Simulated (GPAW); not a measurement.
# TaN (P-6m2) in GPAW: single point with r2SCAN

Aim: the single point of TaN with r2SCAN.

All numbers are computed with GPAW 26.7.0; they aren't measurements. Logs are shortened: lines on timing, memory, paths and dates and some standing lists are left out, and cuts for length are marked. The log counts tension as positive stress, the text compression.

## Step 1: The structure

It takes space group P-6m2 (No. 187, hexagonal). Conventional cell: a = 2.938 Å, b = 2.938 Å, c = 2.883 Å, α = 90.00°, β = 90.00°, γ = 120.00°. Around Ta (site symmetry -6m2) lie 6 N at 2.23 Å. N (site symmetry -6m2) has 6 Ta at 2.23 Å as nearest neighbours.

## Step 2: Single point, r2SCAN

File run.py:

```python
from ase import Atoms
from ase.dft.bandgap import bandgap
from ase.io import write
from ase.units import GPa
from gpaw import GPAW, PW

atoms = Atoms(['Ta', 'N'],
              cell=[[2.938, 0.0, 0.0],
                    [-1.469, 2.5443826363, 0.0],
                    [0.0, 0.0, 2.883]],
              scaled_positions=[[0.0, 0.0, 0.5],
                                [0.6666666667, 0.3333333333, 0.0]],
              pbc=True)

calc = GPAW(mode=PW(600),
            xc='MGGA_X_R2SCAN+MGGA_C_R2SCAN',
            kpts={'size': (8, 8, 7), 'gamma': True},
            occupations={'name': 'fermi-dirac', 'width': 0.05},
            nbands=19,
            maxiter=120,
            txt='gpaw.txt')
atoms.calc = calc
energy = atoms.get_potential_energy()
forces = atoms.get_forces()
stress = atoms.get_stress()
calc.write('gs.gpw')
write('result.traj', atoms)
print(f'Energy: {energy:.6f} eV')
print('Forces (eV/A):')
print(forces.round(4))
print('Stress (GPa):', (stress / GPa).round(3))
print('Fermi level:', round(calc.get_fermi_level(), 4), 'eV')
print(f'Gap: {bandgap(calc)[0]:.4f} eV, direct: {bandgap(calc, direct=True)[0]:.4f} eV')
```

Potentials or basis: GPAW PAW data sets (gpaw-data 1.2.1), pw.

Started as:

```bash
OMP_NUM_THREADS=1 python run.py
```

gpaw.txt:

```text
__  _  _
 | _ |_)|_||  |
 |__||  | ||/\| - 26.7.0

Input parameters:
  mode=PW(ecut=600.0),
  kpts=MonkhorstPack(size=(8, 8, 7), gamma=True),
  maxiter=120,
  nbands=19,
  occupations=Occupations(name='fermi-dirac', width=0.05),
  xc=XC(name='MGGA_X_R2SCAN+MGGA_C_R2SCAN')

Diagonalizing LCAO Hamiltonian
Converting LCAO to pw mode

       Ta

           N

Atoms  # Å, Bohr magnetons
|   | symbol |        x |        y |        z |    initial magnetic moments |
|---|--------|----------|----------|----------|-----------------------------|
| 0 |     Ta | 0.000000 | 0.000000 | 1.441500 | ( 0.0000,  0.0000,  0.0000) |
| 1 |      N | 1.469000 | 0.848128 | 0.000000 | ( 0.0000,  0.0000,  0.0000) |

Unit cell  # Å
| periodic |         x |        y |        z |  lengths |     angles |
|----------|-----------|----------|----------|----------|------------|
|      yes |  2.938000 | 0.000000 | 0.000000 | 2.938000 |  90.000000 |
|      yes | -1.469000 | 2.544383 | 0.000000 | 2.938000 |  90.000000 |
|      yes |  0.000000 | 0.000000 | 2.883000 | 2.883000 | 120.000000 |

Number of symmetries: 12
Symmetry operations  # r_c * U_cc + t_c -> r_c
|    | kind |            matrix            |
|----|------|------------------------------|
|  0 |  σ   |  1, 1, 0,  0,-1, 0,  0, 0, 1 |
|  1 |  C2  |  1, 1, 0,  0,-1, 0,  0, 0,-1 |
|  2 |  E   |  1, 0, 0,  0, 1, 0,  0, 0, 1 |
|  3 |  σ   |  1, 0, 0,  0, 1, 0,  0, 0,-1 |
|  4 |  C3  |  0, 1, 0, -1,-1, 0,  0, 0, 1 |
|  5 |  S3  |  0, 1, 0, -1,-1, 0,  0, 0,-1 |
|  6 |  σ   |  0,-1, 0, -1, 0, 0,  0, 0, 1 |
|  7 |  C2  |  0,-1, 0, -1, 0, 0,  0, 0,-1 |
|  8 |  σ   | -1, 0, 0,  1, 1, 0,  0, 0, 1 |
|  9 |  C2  | -1, 0, 0,  1, 1, 0,  0, 0,-1 |
| 10 |  C3  | -1,-1, 0,  1, 0, 0,  0, 0, 1 |
| 11 |  S3  | -1,-1, 0,  1, 0, 0,  0, 0,-1 |

BZ-sampling:
  Number of BZ points: 448
  Number of IBZ points: 40

  Monkhorst-Pack size: [8, 8, 7]
  Monkhorst-Pack shift: [0.0625, 0.0625, 0.0]

K-points  # in reciprocal-cell coordinates
|     |                                coordinates |     weight |
|-----|--------------------------------------------|------------|
|   0 | (  0.00000000,   0.00000000,   0.00000000) | 0.00223214 |
|   1 | (  0.00000000,   0.00000000,   0.14285714) | 0.00446429 |
|   2 | (  0.00000000,   0.00000000,   0.28571429) | 0.00446429 |
|   3 | (  0.00000000,   0.00000000,   0.42857143) | 0.00446429 |
|   4 | (  0.12500000,   0.00000000,   0.00000000) | 0.01339286 |
|   5 | (  0.12500000,   0.00000000,   0.14285714) | 0.02678571 |
|   6 | (  0.12500000,   0.00000000,   0.28571429) | 0.02678571 |
|   7 | (  0.12500000,   0.00000000,   0.42857143) | 0.02678571 |
|   8 | (  0.25000000,  -0.12500000,   0.00000000) | 0.01339286 |
|   9 | (  0.25000000,  -0.12500000,   0.14285714) | 0.02678571 |
| ... |                                            |            |
|  39 | (  0.50000000,   0.50000000,   0.42857143) | 0.01339286 |

Plane wave coefficients: 728
Cutoff: 600.0 eV

Spin-components: 1 (collinear spins)
Bands:           19
Projectors:      11
Spin-degeneracy: 2
Datatype:        complex128

Parallelization:
  kpt:    1
  domain: 1
  band:   1

Density:
  Valence electrons: 18.0
  Components: 1
  Grid points: [18 18 18]
  Charge: 0.0  # |e|

Potential:
  Grid points: [18 18 18]

species:
  Ta:
    name:    Tantalum
    Z:       73.0
    valence: 13
    core:    60
    charge:  0.0  # [|e|]
    compensation charges:
      type: gauss
      rc: 0.42  # [Å]
      lmax: 2
    cutoffs:
      filter: 2.36  # [Å]
      core: 3.45  # [Å]
    projectors
    | kind |    occ | energy [eV] | rcut [Å] |
    |------|--------|-------------|----------|
    |   5s |  2.000 |     -72.790 |    1.365 |
    |   6s |  2.000 |      -5.429 |    1.365 |
    |   5p |  6.000 |     -39.427 |    1.349 |
    |   6p |  0.000 |      -1.396 |    1.349 |
    |   5d |  3.000 |      -3.603 |    1.307 |
    |    d |        |      23.609 |    1.307 |

    Using partial waves for Ta as LCAO basis

  N:
    name:    Nitrogen
    Z:       7.0
    valence: 5
    core:    2
    charge:  0.0  # [|e|]
    compensation charges:
      type: gauss
      rc: 0.18  # [Å]
      lmax: 2
    cutoffs:
      filter: 1.11  # [Å]
      core: 0.96  # [Å]
    projectors
    | kind |    occ | energy [eV] | rcut [Å] |
    |------|--------|-------------|----------|
    |   2s |  2.000 |     -18.583 |    0.603 |
    |   2p |  3.000 |      -7.089 |    0.529 |
    |    s |        |       8.629 |    0.603 |
    |    p |        |      20.123 |    0.529 |
    |    d |        |       0.000 |    0.577 |

    Using partial waves for N as LCAO basis

Reference energy: -425654.162905  # eV

eigensolver:
  PPCG
  Converge bands: occupied
  niter=2

density mixing:
  MSR1-Mixer
  Pratt-step length: 0.05
  Maximum mixing coefficient: 0.75
  Old densities: 10
  SVD Regularization: 0.005
  Good broyden scale: 1.0
  Trust region scale: 1.0
  Backstep threshold: 4.0
  History deletion threshold: 6.0
  Fourier metric: weight=20.0, sigma=0.015

occupation numbers:
  Fermi-Dirac:
    width: 0.0500  # eV

poisson solver:
  ecut: 4800.0  # eV

xc functional:
  name: MGGA_X_R2SCAN+MGGA_C_R2SCAN with 2 nearest neighbor stencil

convergence criteria:
- Maximum [total energy] change in last 3 cyles: 0.0005 eV / valence electron
- Maximum integral of absolute [dens]ity change: 0.0001 electrons / valence electron
- Maximum integral of absolute [eigenst]ate change: 4e-08 eV^2 / valence electron
maximum number of iterations: 120

SCF iterations
|iter     | |      energy | eigst |  dens |
|---------|-|-------------|-------|-------|
|iter:   1| |  -39.764833 | -0.05 |       |
|iter:   2| |  -35.445527 | -1.63 | -0.97 |
|iter:   3| |  -34.793487 | -1.55 | -1.03 |
|iter:   4| |  -34.857787 | -2.60 | -1.60 |
|iter:   5| |  -34.880207 | -2.96 | -1.84 |
|iter:   6| |  -34.880883 | -4.38 | -2.55 |
|iter:   7| |  -34.880892c| -5.83 | -3.34 |
|iter:   8| |  -34.880894c| -7.07 | -4.00 |
|iter:   9| |  -34.880894c| -7.68c| -4.81c|

Converged in 9 steps
Energy contributions relative to reference atoms: (reference = -425654.162905)

Energy contributions:
  Kinetic:          26.964165
  Coulomb:         -27.282584
  Zero:             -0.220628
  External:          0.000000
  Xc:              -34.341601
  Entropy:          -0.000493
  Spinorbit:         0.000000
  ----------------------------
  Free energy:     -34.881141
  Extrapolated:    -34.880894

dipole moment: (-4.727598, -9.402313, -7.167045)  # |e|*Ang

Fermi level: 14.240
Eigenvalues  # (at kpt = [0.000, 0.000, 0.000])
| band index |      eig [eV] | occ [0-2] |
|------------|---------------|-----------|
|          0 |       -56.185 |     2.000 |
|          1 |       -22.023 |     2.000 |
|          2 |       -21.759 |     2.000 |
|          3 |       -21.759 |     2.000 |
|          4 |        -4.631 |     2.000 |
|          5 |         9.336 |     2.000 |
|          6 |         9.337 |     2.000 |
|          7 |         9.792 |     2.000 |
|          8 |        11.005 |     2.000 |
|          9 |        16.657 |     0.000 |
|         10 |        17.905 |     0.000 |
|         11 |        17.906 |     0.000 |
|         12 |        18.348 |     0.000 |
|         13 |        18.348 |     0.000 |
|         14 |        28.103 |     0.000 |
|         15 |        31.345 |     0.000 |
|         16 |        31.345 |     0.000 |
|        ... |               |           |
|         18 |        38.628 |     0.000 |

No gap
No difference between direct/indirect transitions

Forces  # eV/Ang
|        x |       y |       z |
|----------|---------|---------|
| -0.00000 | 0.00000 | 0.00000 |  # Ta   0
| -0.00000 | 0.00000 | 0.00000 |  # N    1

Stress tensor  # eV/Ang^3
|         x |         y |        z |
|-----------|-----------|----------|
|  0.035662 | -0.000000 | 0.000000 |
| -0.000000 |  0.035662 | 0.000000 |
|  0.000000 |  0.000000 | 0.034233 |

# Writing to gs.gpw (mode='')
```

It took 29 s on 1 thread of Arm Neoverse V2, shared host; peak memory 0.27 GiB.

Results:

- Free energy: -34.8811 eV
- Pressure: -5.6 GPa
- Band gap on the k mesh: none (metal or under the smearing width)

Stress tensor (GPa, compression positive):
```
-5.71  0.00  0.00
 0.00 -5.71  0.00
 0.00  0.00 -5.48
```

Levels at points of the mesh, in eV from the Fermi level:
| k point | band 7 | band 8 | band 9 | band 10 | band 11 | band 12 |
| --- | --- | --- | --- | --- | --- | --- |
| (0.00, 0.00, 0.00) | -4.90 | -4.45 | -3.23 | 2.42 | 3.66 | 3.67 |
| (0.50, 0.50, 0.00) | -5.54 | -3.67 | -3.50 | 3.10 | 4.05 | 5.34 |

Caveat: the cutoff is short for stress and forces, so pressures can be off by a GPa or more; the PAW data sets were made with another functional, which shifts forces and pressure a little. Spin-orbit coupling is left out, which matters for the levels of Ta.
